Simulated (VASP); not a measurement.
# Ca (P6_3/mmc) in VASP: notebook

Runs on Ca. Level: BLYP. Tasks: single point.

Program: VASP 6.6.1. These are calculated values, not measurements. Logs are shortened: lines on timing, memory, paths and dates and some standing lists are left out, and cuts for length are marked.

**1. Starting point**

It takes space group P6_3/mmc (No. 194, hexagonal). Conventional cell: a = 3.922 Å, b = 3.922 Å, c = 6.436 Å, α = 90.00°, β = 90.00°, γ = 120.00°. Ca (site symmetry -6m2) is surrounded by 12 Ca at 3.92 to 3.93 Å.

This isn't the form of Ca at room conditions, which is fcc.

**2. Single point, BLYP**

INCAR

```
SYSTEM = Ca
PREC = Accurate
ENCUT = 520
EDIFF = 1E-6
ISMEAR = -1
SIGMA = 0.1
LREAL = .False.
LASPH = .True.
NELM = 60
ALGO = Fast
ISIF = 2
LWAVE = .False.
LCHARG = .True.
GGA = B5
ALDAX = 1.0
AGGAX = 1.0
AGGAC = 1.0
ALDAC = 0.0
LELF = .True.
LVHAR = .True.
NBANDS = 17
```

KPOINTS

```
Automatic mesh
0
Gamma
  15 15 8
  0 0 0
```

POSCAR

```
Ca
1.0
    3.9221024360      0.0000000000      0.0000000000
   -1.9610512180      3.3966403458      0.0000000000
    0.0000000000      0.0000000000      6.4357869488
Ca
2
Direct
    0.3333333333      0.6666666667      0.2500000000
    0.6666666667      0.3333333333      0.7500000000
```

Potentials or basis: VASP PAW PBE potentials, release 64 (Ca_sv).

Launch:

```console
> cat potpaw_PBE.64/Ca_sv/POTCAR > POTCAR
> mpirun -np 1 vasp_std > vasp.out
```

OUTCAR:

```text
SYSTEM = Ca
   PREC = Accurate
   ENCUT = 520
   EDIFF = 1E-6
   ISMEAR = -1
   LREAL = .False.
   LASPH = .True.
   NELM = 60
   ISIF = 2
   GGA = B5

 ion  position               nearest neighbor table
   1  0.333  0.667  0.250-
   2  0.667  0.333  0.750-

  LATTYP: Found a hexagonal cell.
 ALAT       =     3.9221024360
 C/A-ratio  =     1.6409023104

  Lattice vectors:

 A1 = (   3.9221024360,   0.0000000000,   0.0000000000)
 A2 = (  -1.9610512180,   3.3966403458,   0.0000000000)
 A3 = (   0.0000000000,   0.0000000000,   6.4357869488)

Analysis of symmetry for initial positions (statically):
=====================================================================
 Subroutine PRICEL returns:
 Original cell was already a primitive cell.

 Routine SETGRP: Setting up the symmetry group for a
 hexagonal supercell.

 Subroutine GETGRP returns: Found 24 space group operations
 (whereof 12 operations were pure point group operations)
 out of a pool of 24 trial point group operations.

The static configuration has the point symmetry D_3d.
 The point group associated with its full space group is D_6h.

Analysis of symmetry for dynamics (positions and initial velocities):
=====================================================================
 Subroutine PRICEL returns:
 Original cell was already a primitive cell.

 Routine SETGRP: Setting up the symmetry group for a
 hexagonal supercell.

 Subroutine GETGRP returns: Found 24 space group operations
 (whereof 12 operations were pure point group operations)
 out of a pool of 24 trial point group operations.

The dynamic configuration has the point symmetry D_3d.
 The point group associated with its full space group is D_6h.

 Subroutine INISYM returns: Found 24 space group operations
 (whereof 12 operations are pure point group operations),
 and found     1 'primitive' translations

----------------------------------------------------------------------------------------

                                     Primitive cell

  volume of cell :      85.7374

  direct lattice vectors                    reciprocal lattice vectors
     3.922102436  0.000000000  0.000000000     0.254965294  0.147204281  0.000000000
    -1.961051218  3.396640346  0.000000000     0.000000000  0.294408562  0.000000000
     0.000000000  0.000000000  6.435786949     0.000000000  0.000000000  0.155381154

  length of vectors
     3.922102436  3.922102436  6.435786949     0.294408562  0.294408562  0.155381154

  position of ions in fractional coordinates (direct lattice)
     0.333333333  0.666666667  0.250000000
     0.666666667  0.333333333  0.750000000

  ion indices of the primitive-cell ions
   primitive index   ion index
                 1           1
                 2           2

----------------------------------------------------------------------------------------

 KPOINTS: Automatic mesh

Automatic generation of k-mesh.
 Grid dimensions read from file:
 generate k-points for:   15   15    8

 Generating k-lattice:

  Cartesian coordinates                     Fractional coordinates (reciprocal lattice)
     0.016997686  0.009813619  0.000000000     0.066666667 -0.000000000  0.000000000
     0.000000000  0.019627237  0.000000000     0.000000000  0.066666667  0.000000000
     0.000000000  0.000000000  0.019422644     0.000000000  0.000000000  0.125000000

  Length of vectors
     0.019627237  0.019627237  0.019422644

  Shift w.r.t. Gamma in fractional coordinates (k-lattice)
     0.000000000  0.000000000  0.000000000

 Subroutine IBZKPT returns following result:
 ===========================================

 Found    135 irreducible k-points:

 Following reciprocal coordinates:
            Coordinates               Weight
  0.000000  0.000000  0.000000      1.000000
  0.066667 -0.000000  0.000000      6.000000
  0.133333  0.000000  0.000000      6.000000
  0.200000 -0.000000  0.000000      6.000000
  0.266667  0.000000  0.000000      6.000000
  0.333333  0.000000  0.000000      6.000000
[... 16 lines left out ...]
  0.333333  0.200000  0.000000     12.000000
  0.400000  0.200000  0.000000      6.000000
 [... further k-points ...]
   k-points           NKPTS =    135   k-points in BZ     NKDIM =    135   number of bands    NBANDS=     17
   number of dos      NEDOS =    301   number of ions     NIONS =      2
   total plane-waves  NPLWV =  43200
   dimension x,y,z NGX =    30 NGY =   30 NGZ =   48
   dimension x,y,z NGXF=    60 NGYF=   60 NGZF=   96
   ions per type =               2
   NGX,Y,Z   is equivalent  to a cutoff of  12.72, 12.72, 12.40 a.u.
   NGXF,Y,Z  is equivalent  to a cutoff of  25.43, 25.43, 24.80 a.u.
 SYSTEM =  Ca
   PREC   = accura    normal or accurate (medium, high low for compatibility)
   ISTART =      0    job   : 0-new  1-cont  2-samecut
   ICHARG =      2    charge: 1-file 2-atom 10-const
   ISPIN  =      1    spin polarized calculation?
   LNONCOLLINEAR =      F non collinear calculations
   LSORBIT =      F    spin-orbit coupling
   LASPH  =      T    aspherical Exc in radial PAW
   ENCUT  =  520.0 eV  38.22 Ry    6.18 a.u.   7.29  7.29 11.97*2*pi/ulx,y,z
   NELM   =     60;   NELMIN=  2; NELMDL= -5     # of ELM steps
   EDIFF  = 0.1E-05   stopping-criterion for ELM
   LREAL  =      F    real-space projection
   EDIFFG = 0.1E-04   stopping-criterion for IOM
   NSW    =      0    number of steps for IOM
   IBRION =     -1    ionic relax: 0-MD 1-quasi-New 2-CG
   NFREE  =      0    steps in history (QN), initial steepest desc. (CG)
   ISIF   =      2    stress and relaxation
   ISYM   =      2    0-nonsym 1-usesym 2-fastsym
   POTIM  = 0.5000    time-step for ionic-motion
   TEBEG  =    0.0;   TEEND  =   0.0 temperature during run
   PSTRESS=    0.0 pullay stress
   NELECT =      20.0000    total number of electrons
   NUPDOWN=      -1.0000    fix difference up-down
   EMIN   =  10.00;   EMAX   =-10.00  energy-range for DOS
   EFERMI =   0.00;   METHOD = LEGACY
   ISMEAR =    -1;   SIGMA  =   0.10  broadening in eV -4-tet -1-fermi 0-gaus
   EFERMI_NEDOS =   21; number of points for ismear=-14 and -15
   IALGO  =     68    algorithm
   IMIX   =      4    mixing-type and parameters
     AMIX     =   0.40;   BMIX     =  1.00
     AMIX_MAG =   1.60;   BMIX_MAG =  1.00
  volume/ion in A,a.u.               =      42.87       289.29
  Fermi-wavevector in a.u.,A,eV,Ry     =   1.007770  1.904409 13.818083  1.015600
  Thomas-Fermi vector in A             =   2.140596
   LORBIT       =      0    0 simple, 1 ext, 2 COOP (PROOUT), +10 PAW based schemes
   GGA     = B5    functional components
   LHFCALC =     F    Hartree Fock is set to
   AEXX    =    0.0000 exact exchange contribution
   IVDW    =     0    specifies the selected vdW correction
   LEPSILON=     F    determine dielectric tensor
   LRPA    =     F    only Hartree local field effects (RPA)
 non-spin polarized calculation
 RMM-DIIS sequential band-by-band and
  energy-cutoff  :      520.00
  volume of cell :       85.74
 maximum number of plane-waves:      2364
 NGX is ok and might be reduce to    30
   NGX = 15   NGY = 15   NGZ = 23

 number of electron      19.9999992 magnetization

 Free energy of the ion-electron system (eV)
  ---------------------------------------------------
  ext. energy  EPLUGINS =         0.00000000
  ---------------------------------------------------
  free energy    TOTEN  =        -2.52108232 eV

  energy without entropy =       -2.42987552  energy(sigma->0) =       -2.47547892

 E-fermi :   2.3656     XC(G=0):  -7.2555

 val. band max:        2.3616172599   @ k =   0.3333   0.2667   0.3750
 cond. band min:       2.3685337164   @ k =   0.2667   0.0667   0.0000
 fundamental gap:      0.0069164565
 Fermi energy:         2.3655950725

 k-point     1 :       0.0000    0.0000    0.0000
  band No.  band energies     occupation
      1     -39.7016      2.00000
      2     -39.6890      2.00000
      3     -20.8669      2.00000
      4     -20.7618      2.00000
      5     -20.7618      2.00000
      6     -20.7440      2.00000
[... 9 lines left out ...]
     16       4.7372      0.00000
     17       5.1116      0.00000

 k-point     2 :       0.0667   -0.0000    0.0000
  band No.  band energies     occupation
      1     -39.7011      2.00000
      2     -39.6887      2.00000
      3     -20.8651      2.00000
      4     -20.7661      2.00000
      5     -20.7632      2.00000
      6     -20.7485      2.00000
[... 9 lines left out ...]
     16       4.7844      0.00000
     17       5.0384      0.00000

 k-point     3 :       0.1333    0.0000    0.0000
  band No.  band energies     occupation
      1     -39.6996      2.00000
      2     -39.6880      2.00000
      3     -20.8597      2.00000
      4     -20.7784      2.00000
      5     -20.7670      2.00000
      6     -20.7611      2.00000
[... 9 lines left out ...]
     16       4.8457      0.00000
     17       4.9413      0.00000

 k-point     4 :       0.2000   -0.0000    0.0000
  band No.  band energies     occupation
      1     -39.6975      2.00000
      2     -39.6870      2.00000
      3     -20.8513      2.00000
      4     -20.7967      2.00000
      5     -20.7795      2.00000
      6     -20.7726      2.00000
[... 9 lines left out ...]
     16       4.8777      0.00000
     17       4.8868      0.00000
[... 343 lines left out ...]
      1     -39.6895      2.00000
      2     -39.6845      2.00000
      3     -20.8406      2.00000
      4     -20.8317      2.00000
      5     -20.8152      2.00000
      6     -20.7980      2.00000
[... 9 lines left out ...]
     16       5.3916      0.00000
     17       5.8366      0.00000

 k-point    23 :       0.3333    0.2000    0.0000
  band No.  band energies     occupation
      1     -39.6879      2.00000
      2     -39.6845      2.00000
      3     -20.8494      2.00000
      4     -20.8334      2.00000
      5     -20.8070      2.00000
      6     -20.8055      2.00000
[... 9 lines left out ...]
     16       5.5987      0.00000
     17       5.9491      0.00000

 k-point    24 :       0.4000    0.2000    0.0000
  band No.  band energies     occupation
      1     -39.6871      2.00000
      2     -39.6846      2.00000
      3     -20.8525      2.00000
      4     -20.8334      2.00000
      5     -20.8109      2.00000
      6     -20.8008      2.00000
[... 9 lines left out ...]
     16       5.7381      0.00000
     17       5.9912      0.00000

 [... further k-points ...]
[... 5 lines left out ...]
  --------------------------------------------------------------------------------------
  -------------------------------------------------------------------------------------
  Total        0.0153319      0.0153319     -0.0088767      0.0000000      0.0000000      0.0000000
  in kB        0.2865069      0.2865069     -0.1658799      0.0000000      0.0000000      0.0000000
  external PRESSURE =       0.1357113 kB  Pullay stress =       0.0000000 kB

 VOLUME and BASIS-vectors are now :
 -----------------------------------------------------------------------------
  energy-cutoff  :      520.00
  volume of cell :       85.74
      direct lattice vectors                 reciprocal lattice vectors
     3.922102436  0.000000000  0.000000000     0.254965294  0.147204281  0.000000000
    -1.961051218  3.396640346  0.000000000     0.000000000  0.294408562  0.000000000
     0.000000000  0.000000000  6.435786949     0.000000000  0.000000000  0.155381154

 POSITION                                       TOTAL-FORCE (eV/Angst)
 -----------------------------------------------------------------------------------
     -0.00000      2.26443      1.60895        -0.000000      0.000000     -0.000000
      1.96105      1.13221      4.82684         0.000000     -0.000000      0.000000
 -----------------------------------------------------------------------------------
    total drift:                               -0.000000      0.000000     -0.000000

  FREE ENERGIE OF THE ION-ELECTRON SYSTEM (eV)
  ---------------------------------------------------
  free  energy   TOTEN  =        -2.5210823170 eV

  energy  without entropy=       -2.4298755178  energy(sigma->0) =       -2.47547892
```

It took 5.9 min on 1 thread of AMD EPYC 7R43 (Zen 3), shared host; peak memory 0.27 GiB.

What came out:

```yaml
Free_energy: -2.5211 eV
Pressure: 0.0 GPa
Band_gap_on_the_k_mesh: none (metal or under the smearing width)
```

Caveat: the PAW data sets were made with another functional, which shifts forces and pressure a little.

**3. Single point, BLYP**

This run uses another cell than the first one, of 44.58 Å³/atom, 1.040 times its volume.

INCAR

```
SYSTEM = Ca
PREC = Accurate
ENCUT = 520
EDIFF = 1E-6
ISMEAR = -1
SIGMA = 0.1
LREAL = .FALSE.
LASPH = .TRUE.
NELM = 100
ALGO = Normal
ISIF = 2
LWAVE = .FALSE.
LCHARG = .FALSE.
GGA = B5
ALDAX = 1.0
AGGAX = 1.0
AGGAC = 1.0
ALDAC = 0.0
NBANDS = 17
```

KPOINTS

```
Automatic mesh
0
G
  11 11 6
  0 0 0
```

POSCAR

```
Ca
1.0
    3.9737149658      0.0000000000      0.0000000000
   -1.9868574829      3.4413381078      0.0000000000
    0.0000000000      0.0000000000      6.5204780682
Ca
2
Direct
    0.3333333333      0.6666666667      0.2500000000
    0.6666666667      0.3333333333      0.7500000000
```

Potentials or basis: VASP PAW PBE potentials, release 64 (Ca_sv).

Launch:

```console
> cat potpaw_PBE.64/Ca_sv/POTCAR > POTCAR
> mpirun -np 1 vasp_std > vasp.out
```

It took 2 min on 1 thread of AMD EPYC 7R43 (Zen 3), shared host; peak memory 0.2 GiB.

The run converged. Its results:

```
Free energy            : -2.5161 eV
Pressure               : -0.6 GPa
Band gap on the k mesh : none (metal or under the smearing width)
```

Levels at points of the mesh, in eV from the Fermi level:
```tsv
k point	band 8	band 9	band 10	band 11	band 12	band 13
(0.00, 0.00, 0.00)	-23.19	-3.91	-1.05	-0.14	2.01	2.04
(0.00, 0.00, 0.50)	-23.21	-2.94	-2.94	1.25	1.25	2.02
```

Caveat: the PAW data sets were made with another functional, which shifts forces and pressure a little.

(Part 1 of 2 ends here.)
